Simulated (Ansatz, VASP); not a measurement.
# SbAs (wurtzite type (invented)): VASP beside Ansatz

Wanted: the spread between two codes on one cell, functional and k mesh. The cell is generated by rule, not measured, and may not be a known phase. The cell is taken from a series of runs on this material, whose earlier steps may have relaxed, scaled, displaced or heated it; both programs get it as it stands.

Calculated with Ansatz 0.2.0; plane waves, with VASP 6.6.1 beside it; relaxation of cell and atoms at PBE.

## Step 1: The structure

The structure is hexagonal, space group P6_3mc (No. 186). Conventional cell: a = 4.938 Å, b = 4.938 Å, c = 6.171 Å, α = 90.00°, β = 90.00°, γ = 120.00°. As has 4 Sb at 2.71 to 2.88 Å nearest. Nearest to Sb lie 4 As at 2.71 to 2.88 Å. Farther neighbours are not listed.

As a file:

```
As Sb
1.0
     4.93768    0.00000    0.00000
    -2.46884    4.27616    0.00000
     0.00000    0.00000    6.17099
As Sb
2 2
Direct
  0.33333 0.66667 0.96830
  0.66667 0.33333 0.46830
  0.33333 0.66667 0.40670
  0.66667 0.33333 0.90670
```

## Step 2: VASP: relaxation of cell and atoms, PBE

The relaxed volume is the usual yardstick between codes: in a stiff, nearly cubic crystal its relative difference is about their pressure difference at one cell divided by the bulk modulus.

Lines of VASP's logs that name or quote its potential files are left out, and so is its time.

File INCAR:

```
SYSTEM = SbAs
PREC = Accurate
ENCUT = 500
EDIFF = 1E-07
NELM = 120
ISMEAR = 0
SIGMA = 0.1
LREAL = .FALSE.
ALGO = Normal
GGA = PE
NBANDS = 16
LORBIT = 11
LWAVE = .FALSE.
LCHARG = .FALSE.
ISIF = 3
IBRION = 2
NSW = 80
EDIFFG = -0.005
LASPH = .TRUE.
GGA_COMPAT = .FALSE.
NELMIN = 4
KPAR = 2
```

File POSCAR:

```
SbAs
1.0
    4.9376810000      0.0000000000      0.0000000000
   -2.4688410000      4.2761570000      0.0000000000
    0.0000000000      0.0000000000      6.1709860000
As Sb
2 2
Direct
    0.3333333619      0.6666665887      0.9683024722
    0.6666666381      0.3333334113      0.4683026343
    0.3333333619      0.6666665887      0.4066974062
    0.6666666381      0.3333334113      0.9066975683
```

File KPOINTS:

```
Automatic mesh
0
Gamma
12 12 8
0 0 0
```

Potentials, in the order of the species: As and Sb (PBE family, release 64).

Run with:

```bash
> mpirun -np 2 vasp_std
```

Numbers of over 12 decimals in the logs are rounded to 6 here.

Output:

```text
[banner, memory and clock lines left out]
running    2 mpi-ranks, on    1 nodes
 distrk:  each k-point on    1 cores,    2 groups
 distr:  one band on    1 cores,    1 groups

 POSCAR found type information on POSCAR AsSb
 POSCAR found :  2 types and       4 ions
 LDA part: xc-table for (Slater+PW92), standard interpolation
 POSCAR, INCAR and KPOINTS ok, starting setup
 FFT: planning ... GRIDC
 FFT: planning ... GRID_SOFT
 FFT: planning ... GRID
 WAVECAR not read
 entering main loop
       N       E                     dE             d eps       ncg     rms          rms(c)
DAV:   1     0.875930803901E+02    0.87593E+02   -0.69728E+03  3040   0.958E+02
DAV:   2    -0.102378871746E+02   -0.97831E+02   -0.94775E+02  3976   0.156E+02
DAV:   3    -0.171618225004E+02   -0.69239E+01   -0.68678E+01  4120   0.462E+01
DAV:   4    -0.172500412370E+02   -0.88219E-01   -0.88154E-01  3448   0.613E+00
DAV:   5    -0.172514732283E+02   -0.14320E-02   -0.14319E-02  4056   0.829E-01    0.417E+00
DAV:   6    -0.170822658563E+02    0.16921E+00   -0.44689E-01  3744   0.274E+00    0.259E+00
DAV:   7    -0.170750447950E+02    0.72211E-02   -0.68349E-02  3616   0.136E+00    0.952E-01
DAV:   8    -0.170724623146E+02    0.25825E-02   -0.72172E-03  3528   0.466E-01    0.186E-01
DAV:   9    -0.170728320201E+02   -0.36971E-03   -0.14245E-03  3520   0.227E-01    0.800E-02
DAV:  10    -0.170730606504E+02   -0.22863E-03   -0.23072E-04  3688   0.750E-02    0.245E-02
DAV:  11    -0.170731634968E+02   -0.10285E-03   -0.18399E-04  3496   0.613E-02    0.121E-02
DAV:  12    -0.170731678357E+02   -0.43389E-05   -0.86116E-06  3992   0.165E-02    0.440E-03
DAV:  13    -0.170731700631E+02   -0.22274E-05   -0.38572E-06  3488   0.967E-03    0.182E-03
DAV:  14    -0.170731703315E+02   -0.26840E-06   -0.99970E-08  3320   0.177E-03    0.580E-04
DAV:  15    -0.170731704802E+02   -0.14866E-06   -0.43670E-08  2408   0.123E-03    0.213E-04
DAV:  16    -0.170731704552E+02    0.24951E-07   -0.27331E-09  1960   0.358E-04
   1 F= -.17073170E+02 E0= -.17069347E+02  d E =-.170732E+02
[...]
2 F= -.17073543E+02 E0= -.17069754E+02  d E =-.372591E-03
[...]
3 F= -.17073613E+02 E0= -.17069853E+02  d E =-.442853E-03
[...]
4 F= -.17073883E+02 E0= -.17070146E+02  d E =-.269380E-03
[...]
5 F= -.17074225E+02 E0= -.17070537E+02  d E =-.611818E-03
[...]
6 F= -.17074013E+02 E0= -.17070425E+02  d E =-.399770E-03
[...]
7 F= -.17074289E+02 E0= -.17070632E+02  d E =-.675432E-03
 curvature:  -0.55 expect dE=-0.103E-04 dE for cont linesearch -0.110E-08
 trial: gam= 0.03760 g(F)=  0.701E-07 g(S)=  0.185E-04 ort = 0.147E-05 (trialstep = 0.952E+00)
 search vector abs. value=  0.202E-04
 bond charge predicted
       N       E                     dE             d eps       ncg     rms          rms(c)
DAV:   1    -0.170743152321E+02   -0.26392E-04   -0.61959E-04  3464   0.116E-01    0.185E-02
DAV:   2    -0.170743022004E+02    0.13032E-04   -0.28982E-05  3312   0.281E-02    0.104E-02
DAV:   3    -0.170742947971E+02    0.74033E-05   -0.14560E-05  3656   0.165E-02    0.213E-03
DAV:   4    -0.170742945423E+02    0.25480E-06   -0.56532E-07  3504   0.402E-03    0.144E-03
DAV:   5    -0.170742944842E+02    0.58111E-07   -0.79863E-08  2128   0.153E-03
   8 F= -.17074294E+02 E0= -.17070644E+02  d E =-.574322E-05
 trial-energy change:   -0.000006  1 .order   -0.000007   -0.000018    0.000004
 step:   0.7284(harm=  0.7946)  dis= 0.00011  next Energy=   -17.074295 (dE=-0.617E-05)
 reached required accuracy - stopping structural energy minimisation
```

Parts of OUTCAR (step 2):

```text
ion  position               nearest neighbor table
   1  0.333  0.667  0.968-   3 2.71   4 2.88   4 2.88   4 2.88
   2  0.667  0.333  0.468-   4 2.71   3 2.88   3 2.88   3 2.88
   3  0.333  0.667  0.407-   1 2.71   2 2.88   2 2.88   2 2.88
   4  0.667  0.333  0.907-   2 2.71   1 2.88   1 2.88   1 2.88

  LATTYP: Found a hexagonal cell.
 ALAT       =     4.9376810000
 C/A-ratio  =     1.2497741349

 Subroutine GETGRP returns: Found 12 space group operations
 (whereof  6 operations were pure point group operations)

The static configuration has the point symmetry C_3v.
 The point group associated with its full space group is C_6v.

 Found     95 irreducible k-points:

   k-points           NKPTS =     95   k-points in BZ     NKDIM =     95   number of bands    NBANDS=     16

   dimension x,y,z NGX =    36 NGY =   36 NGZ =   48
   dimension x,y,z NGXF=    72 NGYF=   72 NGZF=   96

   ENCUT  =  500.0 eV  36.75 Ry    6.06 a.u.   9.00  9.00 11.25*2*pi/ulx,y,z

   NELECT =      20.0000    total number of electrons

 k-points in reciprocal lattice and weights: Automatic mesh
   0.00000000  0.00000000  0.00000000       0.001
   0.08333333  0.00000000  0.00000000       0.005
   0.16666667  0.00000000  0.00000000       0.005
   0.25000000  0.00000000  0.00000000       0.005
   0.33333333 -0.00000000  0.00000000       0.005
   0.41666667  0.00000000  0.00000000       0.005
   0.50000000  0.00000000  0.00000000       0.003
   0.08333333  0.08333333  0.00000000       0.005
   0.16666667  0.08333333  0.00000000       0.010
[...]
0.33333333  0.25000000  0.50000000       0.010
   0.33333333  0.33333333  0.50000000       0.002

 average (electrostatic) potential at core
       1 -50.8014       2 -50.8014       3 -88.9912       4 -88.9912

 E-fermi :   4.4073

 k-point     1 :       0.0000    0.0000    0.0000
  band No.  band energies     occupation
    ...
      8       2.2573      2.00000
      9       2.3362      2.00000
     10       2.3362      2.00000
     11       4.2477      1.97597
     12       4.2477      1.97596
     13       6.4445      0.00000
     14       6.4445      0.00000
     15       7.2354      0.00000
     16       8.5022      0.00000

 k-point     2 :       0.0833    0.0000    0.0000
  band No.  band energies     occupation
    ...
      8       2.1533      2.00000
      9       2.2786      2.00000
     10       2.5092      2.00000
     11       4.2587      1.96435
     12       4.3886      1.20816
     13       6.4405      0.00000
     14       6.5917      0.00000
     15       7.2659      0.00000
     16       8.6285      0.00000

 k-point     3 :       0.1667    0.0000    0.0000
  band No.  band energies     occupation
    ...
      7       1.2571      2.00000
      8       1.8965      2.00000
      9       2.1326      2.00000
     10       2.8986      2.00000
     11       4.3451      1.62074
     12       4.7679      0.00000
     13       6.4837      0.00000
     14       6.9963      0.00000
     15       7.3590      0.00000
     16       8.7828      0.00000

  Total       -0.0054620     -0.0054620     -0.0010953      0.0000000      0.0000000      0.0000000
  in kB       -0.0667346     -0.0667346     -0.0133828      0.0000000      0.0000000      0.0000000
  external PRESSURE =      -0.0489507 kB  Pullay stress =       0.0000000 kB

  energy-cutoff  :      500.00
  volume of cell :      131.13
      direct lattice vectors                 reciprocal lattice vectors
     4.935860353  0.000000000  0.000000000     0.202598925  0.116970572  0.000000000
    -2.467930676  4.274580273 -0.000000000    -0.000000000  0.233941097  0.000000000
     0.000000000 -0.000000000  6.215191150    -0.000000000  0.000000000  0.160896097

 POSITION                                       TOTAL-FORCE (eV/Angst)
 -----------------------------------------------------------------------------------
      0.00000      2.84972      6.02870        -0.000000      0.000000     -0.000068
      2.46793      1.42486      2.92111         0.000000     -0.000000     -0.000068
      0.00000      2.84972      2.51719         0.000000      0.000000      0.000068
      2.46793      1.42486      5.62478        -0.000000     -0.000000      0.000068
 -----------------------------------------------------------------------------------
    total drift:                                0.000035     -0.000079     -0.000140

  FREE ENERGIE OF THE ION-ELECTRON SYSTEM (eV)
  ---------------------------------------------------
  free  energy   TOTEN  =       -17.0742944842 eV

  energy  without entropy=      -17.0669927737  energy(sigma->0) =      -17.07064363

 reached required accuracy - stopping structural energy minimisation

 total charge
# of ion       s       p       d       tot
------------------------------------------
    1        1.311   1.348   0.027   2.686
    2        1.311   1.348   0.027   2.686
    3        1.244   1.077   0.033   2.354
    4        1.244   1.077   0.033   2.354
--------------------------------------------------
tot          5.109   4.850   0.120  10.079

[... 3 further parts left out ...]
```

CONTCAR:

```
SbAs
   1.00000000000000
     4.9358603526996117    0.0000000002131568    0.0000000000000000
    -2.4679306759808437    4.2745802732812113   -0.0000000000000000
     0.0000000000000000   -0.0000000000000000    6.2151911503133039
  As              Sb
     2     2
Direct
     0.3333333619000030    0.6666665886999965    0.9699944830535993
     0.6666666380999970    0.3333334113000035    0.4699946451536004
     0.3333333619000030    0.6666665886999965    0.4050053953464047
     0.6666666380999970    0.3333334113000035    0.9050055574463988
```

## Step 3: Ansatz: relaxation of cell and atoms, PBE

Ansatz runs on its default PAW (the set named soft_2) files.

The same cell, functional, mesh and smearing now go to Ansatz, which takes its cutoff from its data sets.

File input.yaml:

```yaml
crystal:
  lattice:
    - [4.9376805746, 3.344e-07, 0.0]
    - [-2.4688405769, 4.2761566462, 0.0]
    - [0.0, 0.0, 6.1709863348]
  atoms:
    - { symbol: As, position: [0.3333333333, 0.6666666667, -0.0316974477] }
    - { symbol: As, position: [0.6666666667, 0.3333333333, 0.4683025523] }
    - { symbol: Sb, position: [0.3333333333, 0.6666666667, 0.4066974477] }
    - { symbol: Sb, position: [0.6666666667, 0.3333333333, 0.9066974477] }
kpoints:
  mp_grid: { grid: [12, 12, 8] }
hamiltonian:
  xc: pbe
scf:
  occupations: { method: gaussian, width: 0.1 }
output:
  forces: true
  stress: true
  eigenvalues: true
relax:
  adjacent_minimum: "off"
  f_tol: 0.005
  max_steps: 80
  cell: { stress_tol: 0.05 }
```

Run with:

```bash
> ansatz run input.yaml --threads 2 --pin off --max-ram 5120MiB --backend cpu --events-out ev --progress --plain --runs-dir out
```

Output:

```text
Engine: ansatz 0.2.0, aarch64-unknown-linux-gnu
Pseudopotentials: kind: paw
Pseudopotential: As, paw, valence charge 15, recommended cutoff 420 eV (normal), As.paw.azcp
Pseudopotential: Sb, paw, valence charge 15, recommended cutoff 420 eV (normal), Sb.paw.azcp
Functional definition: PBE
  parameter kappa = 0.804
  parameter beta = 0.066725
  exchange = pbe_x(kappa = kappa, mu = beta*pi^2/3)
  correlation = pbe_c(beta = beta)
Crystal: 4 atoms, lattice volume = 130.296 Å³
Basis set: ecut = 420 eV, 2583 PW (Γ), exchange–correlation on 72×72×90 points (8 copies of the dense FFT grid, shifted against one another)
Bands: 36, of which v1, the nominal top of the filled ones, is band 30 counted from 1 (29 counted from 0)
Symmetry: 12 space group operations
Space group: P63mc (ITA 186), of the structure as read, at distance tolerance 5.1e-5 Å
k-points: 95 of 1152 (time reversal used)
Non-local potential: As, projectors of the file, l = 0: 2, l = 1: 2, l = 2: 3, l = 3: 1
Non-local potential: Sb, projectors of the file, l = 0: 2, l = 1: 2, l = 2: 2, l = 3: 2
PAW form: soft (Blöchl's): semilocal exchange-correlation on the pseudo side does not see the compensation charge
PAW one-centre angular grid: As, 590 points (default); XC on 64 Gauss nodes
PAW one-centre angular grid: Sb, 590 points (default); XC on 64 Gauss nodes
Initial density: superposition of atomic densities (neutral atoms: chi_scale 0, normalization atom), corrected by the library's trained network
Initial wavefunctions: pseudopotential atomic-orbital guess
Functional: x = pbe(κ = 0.804, μ = 0.219515), c = pbe(β = 0.066725)
SCF iter   1: F=—  HF=-22680.693257 eV  |F-HF|=—  |Δ(HF+E_count)|=         —  Δρ=1.75e-3  dr2=5.63e-3  ethr=1.77e-3  ⟨swp⟩=6.5  Hψ=13741  notcnv=0
preconditioner: auto → LDOS  [metal: Δε(μ)=0.011 eV  Ē_g=8.013 eV  σ=0.100 eV  W_gap=0.06  n_scr=22 (ndim 8)  ℏωp=14.5 eV  f_vac=0.128  D(μ)=1.53/eV (n_scr^D=2)  β→1.0]
SCF iter   2: F=—  HF=-22680.693885 eV  |F-HF|=—  |Δ(HF+E_count)|=   6.28e-4  Δρ=7.27e-4  dr2=7.59e-4  ethr=9.38e-6  ⟨swp⟩=2.0  Hψ=6839  notcnv=0  defer=33
SCF iter   3: F=—  HF=-22680.693731 eV  |F-HF|=—  |Δ(HF+E_count)|=   1.54e-4  Δρ=2.53e-4  dr2=1.07e-4  ethr=1.26e-6  ⟨swp⟩=2.0  Hψ=6170  notcnv=0  defer=33
SCF iter   4: F=—  HF=-22680.693686 eV  |F-HF|=—  |Δ(HF+E_count)|=   4.46e-5  Δρ=9.94e-5  dr2=2.19e-5  ethr=1.78e-7  ⟨swp⟩=2.0  Hψ=6168  notcnv=0  defer=33
SCF iter   5: F=—  HF=-22680.693686 eV  |F-HF|=—  |Δ(HF+E_count)|=   3.31e-7  Δρ=2.52e-5  dr2=1.34e-6  ethr=3.64e-8  ⟨swp⟩=3.0  Hψ=6361  notcnv=0  defer=33
SCF iter   6: F=-22680.693685 eV  HF=-22680.693685 eV  |F-HF|=1.88e-8  |Δ(HF+E_count)|=   7.29e-7  Δρ=8.19e-6  dr2=8.45e-8  ethr=1.67e-10  ⟨swp⟩=6.9  Hψ=16295  notcnv=0
SCF 1 converged in 6 iterations: F = -22680.693685 eV  dr2 = 8.45e-8
  greatest PAW one-centre occupation: 0.999 electrons in one spin orbital (limit 2), on the As atom at site 1 (counted from 0), in its partial waves of l = 2
relax step   1: F+E_penalty+E_count = -22680.69368535 eV  Δ(F+E_penalty+E_count) = +0.000e0 eV  max|allowed force component| = 4.340e-2 eV/Å  Δτ_max = 0.0000 Å  P = +0.024 GPa  Ω = 130.296 Å³  (6 SCF iters, dr2 threshold 1.00e-7 eV, accepted)
[...]
relax step   2: F+E_penalty+E_count = -22680.69498987 eV  Δ(F+E_penalty+E_count) = -1.305e-3 eV  max|allowed force component| = 1.391e-2 eV/Å  Δτ_max = 0.0149 Å  P = +0.067 GPa  Ω = 131.021 Å³  energy of the carried Pulay correction = -1.033e-4 eV  (5 SCF iters, dr2 threshold 1.18e-7 eV, accepted)
[...]
relax step   3: F+E_penalty+E_count = -22680.69504464 eV  Δ(F+E_penalty+E_count) = -5.477e-5 eV  max|allowed force component| = 1.068e-3 eV/Å  Δτ_max = 0.0020 Å  P = -0.023 GPa  Ω = 131.178 Å³  energy of the carried Pulay correction = -1.256e-4 eV  (5 SCF iters, dr2 threshold 1.32e-8 eV, accepted)
[...]
relax step   4: F+E_penalty+E_count = -22680.69517244 eV  Δ(F+E_penalty+E_count) = -1.278e-4 eV  max|allowed force component| = 1.076e-3 eV/Å  Δτ_max = 0.0000 Å  P = -0.023 GPa  Ω = 131.178 Å³  stress off target by 2.58e-2 GPa  SCF on the basis re-selected at this cell (its energy is not comparable with the rows above)  (5 SCF iters)
basis re-selected at this cell: Δ(F+E_penalty+E_count) = -1.278e-4 eV, ΔP = -0.000 GPa vs the last step (what re-selecting the basis moved, of the pressure what is left beyond the Pulay correction that the steps carried, after the strain that the cell walked since its last selection, with what the two solves' SCF thresholds leave and, on support functions, any second-order correction that the steps lacked; it is no m [...]
SCF converged after 5 iterations
Free energy (F): -22680.695172 eV
Harris-Foulkes:  -22680.695172 eV  (|F-HF|=7.28e-12)
Internal energy: -22680.687914 eV  (E = F + TS)
E sigma→0 (E₀):  -22680.691543 eV
Entropy (-TS):   -0.007258 eV (-1.815 meV/atom)
Fermi energy:    7.435233 eV
--- Per-component energies (eV) ---
  E_band       = -981.020262
  E_kinetic    = 615.590462
  E_local      = -7875.575240  (includes V_loc(G=0)·N_el)
  E_nonlocal   = -618.924361
  E_hartree    = 3882.548216
  E_xc         = -433.579186
  E_vxc        = -348.261546  (∫ρ·V_xc dr)
  E_paw        = -12817.551612  (= ΣΔE_a)
  E_vpaw       = -518.946015  (= ΣTr[D̂ρ^β])
  E_aug_tail   = 0.000013  (compensation charges beyond the density's cutoff)
  E_ewald      = -5433.196206
  E_smearing   = -0.007258  (= −TS)
  E_closure    = -0.000000  (closes the sum)
  Σ components = -22680.695172   (vs F -22680.695172, Δ=0.00e0)
--- Forces (eV/Å), atoms counted from 1 ---
  atom   1  As     0.00000000     0.00000000     0.00107608
  atom   2  As    -0.00000000    -0.00000000     0.00107608
  atom   3  Sb     0.00000000     0.00000000    -0.00107615
  atom   4  Sb    -0.00000000     0.00000000    -0.00107615
  max |Σ_I F_I| component: 1.45e-7 eV/Å
--- Stress (GPa, compression-positive) ---
       -0.025807      -0.000000      -0.000000
       -0.000000      -0.025807       0.000000
       -0.000000       0.000000      -0.018123
  P = ⅓ Tr σ = -0.0232 GPa (-0.232 kbar)
--- Band table (eV; the first three rows and the last of 95) ---
  k-point 0: bands = [... 26 lower, 3.5969, 5.2838, 5.3682, 5.3682, 7.2769, 7.2769, 9.4756, 9.4756, ... 2 higher]
  k-point 1: bands = [... 26 lower, 3.6449, 5.2613, 5.2613, 5.5275, 7.3535, 7.3535, 9.3476, 9.3476, ... 2 higher]
  k-point 2: bands = [... 26 lower, 3.7863, 4.9916, 4.9916, 6.0208, 7.5576, 7.5576, 8.7461, 9.0253, ... 2 higher]
  k-point 94: bands = [... 26 lower, 5.2442, 5.2442, 7.0339, 7.0339, 8.1227, 8.1227, 8.6069, 8.6069, ... 2 higher]
--- Relaxed structure (3 steps of the walk, 3 accepted, 1 SCFs on fresh bases) ---
  F+E_penalty+E_count = -22680.69517244 eV   max|allowed force component| = 1.076e-3 eV/Å   (the final SCF, on the basis selected at the relaxed cell)
  cell:  # Å, volume = 131.1777 Å³
    - [4.935891, 3.342794553672123e-7, -2.0300137403536003e-18]
    - [-2.467946, 4.274607, 1.027423109056139e-18]
    - [-2.5370590235376925e-18, 0, 6.217249]
  atoms:
    - { symbol: As, position: [0.333333, 0.666667, -0.029609] }
    - { symbol: As, position: [0.666667, 0.333333, 0.470391] }
    - { symbol: Sb, position: [0.333333, 0.666667, 0.404609] }
    - { symbol: Sb, position: [0.666667, 0.333333, 0.904609] }
```

## Step 4: Differences

Known differences besides the potentials themselves: the data sets hold 60 valence electrons in Ansatz (on its default PAW (the set named soft_2) files) and 20 in VASP; the cutoff is 420 eV in Ansatz and 500 eV in VASP; Ansatz adds a Pulay correction to the stress that steers its cell, VASP none. Total energies have different zeros and are not compared.

Compared:

| quantity | Ansatz | VASP | difference |
| --- | --- | --- | --- |
| volume (Å³) | 131.18 | 131.13 | +0.03 % |
| edge a after relaxation, in the typed setting (Å) | 4.936 | 4.936 | +0.00 % |
| edge c after relaxation, in the typed setting (Å) | 6.217 | 6.215 | +0.03 % |

## Step 5: Outcome

```json
{"difference in volume (relaxation of cell and atoms, PBE)": "0.034 %"}
```

What this shows: The difference in volume is 0.034 % (relaxation of cell and atoms, PBE), within the 1.2 % picked in this series as the mark of a large difference, as far as the stopping tolerances let one tell. The data sets hold unlike numbers of valence electrons (60 in Ansatz and 20 in VASP), so part of the differences comes from the potentials. 1 further run of this series is not shown here. Such differences can come from data sets, numerical settings and the points named under the comparisons, not from the functional's error against experiment.

[Lines on the potential files, build, host, timing and source positions are cut from VASP's logs without a mark.]

[Logs are printed without paths, hosts, clocks, repeated set-up lines and the standing remarks that a program may print on its own settings, such as how far it seeks lower states.]

[Hosts, paths, dates, database ids (printed as entryN), source tags and the programs' standing remarks are cut or masked in the printed files.]
